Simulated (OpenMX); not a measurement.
Runs of OpenMX 3.8.5 on GaN. Symmetry: P6_3mc, No. 186, hexagonal system. The conventional cell has a = 3.180 Å, b = 3.180 Å, c = 5.166 Å, α = 90.00°, β = 90.00°, γ = 120.00°. Ga (site symmetry 3m) has 4 N at 1.94 to 1.95 Å as nearest neighbours. N (site symmetry 3m) has 4 Ga at 1.94 to 1.95 Å as nearest neighbours. 

| task | level | potentials or basis | max SCF cycles | grid points, held for all volumes | gap on the mesh (eV) | pressure (GPa) | V0 of scaled cells (Å³/atom) | B0 (GPa) | largest force (eV/Å) |
| --- | --- | --- | --- | --- | --- | --- | --- | --- | --- |
| band structure | PBE | OpenMX 2013 PBE set, Ga7.0-s2p2d1, N6.0-s2p2, grid cutoff 500 Ry | 100 | - | 2.39 | (b) | - | - | 0.11 |
| band structure | LDA | OpenMX 2013 LDA set, Ga7.0-s3p2d2, N6.0-s2p2d1, grid cutoff 500 Ry | 100 | - | 2.43 | -1.7 | - | - | 0.11 |
| equation of state | LDA | OpenMX 2013 LDA set, Ga7.0-s3p2d2, N6.0-s2p2d1, fixed grid of 36 × 36 × 70 points | - | 36 × 36 × 70 | - | - | 11.20 | 192 | - |
| band structure | PBE | OpenMX 2013 PBE set, Ga7.0-s3p2d2f1, N6.0-s3p2d2, grid cutoff 500 Ry | 100 | - | 1.99 | 9.2 | - | - | (a) |
| equation of state | PBE | OpenMX 2013 PBE set, Ga7.0-s2p2d1, N6.0-s2p2, fixed grid of 36 × 36 × 70 points | - | 36 × 36 × 70 | - | - | 11.89 | 168 | - |
| equation of state | PBE | OpenMX 2013 PBE set, Ga7.0-s3p2d2, N6.0-s2p2d1, fixed grid of 36 × 36 × 70 points | - | 36 × 36 × 70 | - | - | 11.90 | (c) | - |

Alike in all rows: no spin polarisation; cell as given; k mesh 11 × 11 × 5; smearing fermi-dirac 0.05 eV.

Question: Estimate the missing entries.

Answer: (a) 0.12; (b) 9.6; (c) 160.

Caveats: the basis of atomic orbitals isn't converged, which shifts pressures, moduli and gaps; the basis has few d functions beyond the semicore shells, which can make volumes several per cent too large (some runs); volumes in these bases differ from converged ones by about 1 %, for some elements by several (some runs); the cell was scaled at fixed shape and fractional positions, which overstates the stiffness of a crystal with free parameters, most of all of layers and chains (some runs).

A k mesh can miss the band edges, and the runs leave out spin-orbit coupling on Ga.
